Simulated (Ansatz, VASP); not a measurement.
# BaTiO3: VASP beside Ansatz

```xyz
5
Lattice="3.9998 0.0000 0.0000 0.0000 3.9998 0.0000 0.0000 0.0000 4.0180" Properties=species:S:1:pos:R:3 pbc="T T T"
Ba    0.0000    0.0000    0.0000
Ti    1.9999    1.9999    1.9688
O     0.0000    1.9999    2.0773
O     1.9999    0.0000    2.0773
O     1.9999    1.9999    0.0763
```

Alike in both runs: task single point; functional PBE; k mesh 7 × 7 × 7; occupations gaussian, width 0.014 eV; no spin polarisation.

```csv
,VASP,Ansatz
version,VASP 6.6.1,Ansatz 0.2.0
potentials or method,"VASP PAW PBE potentials, release 64 (Ba_sv, Ti_sv, O)",Ansatz PAW
plane-wave cutoff (eV),520,420
valence electrons in the cell,40,40
```

|  | VASP | Ansatz | Ansatz less VASP |
| --- | --- | --- | --- |
| gap on the k mesh at the Fermi level (eV) | 1.87 | 1.93 | +0.064 |
| least direct gap on the mesh (eV) | 2.06 | 2.09 | +0.026 |
| pressure (GPa) | 4.2 | 2.4 | -1.79 |
| largest component of the traceless stress (GPa) | 0.62 | 0.59 | -0.037 |
| rms of the force components (eV/Å) | 0.090 | 0.097 | +0.0070 |

Atom by atom the forces differ by 0.017 eV/Å (rms over components). With one functional, cell and mesh, what is left measures potentials, basis and numerics.

Caveats: spin-orbit coupling is left out, which moves the levels of the heavy elements; an odd mesh through Γ misses points on the zone boundary, where band edges often lie (VASP); odd divisions of the mesh miss points on the zone boundary, where band edges often lie, so the gap on the mesh can be too wide (Ansatz); the pressure holds a Pulay correction of +0.5 GPa for the finite cutoff (Ansatz). As with any semilocal functional, this PBE gap is likely too small.
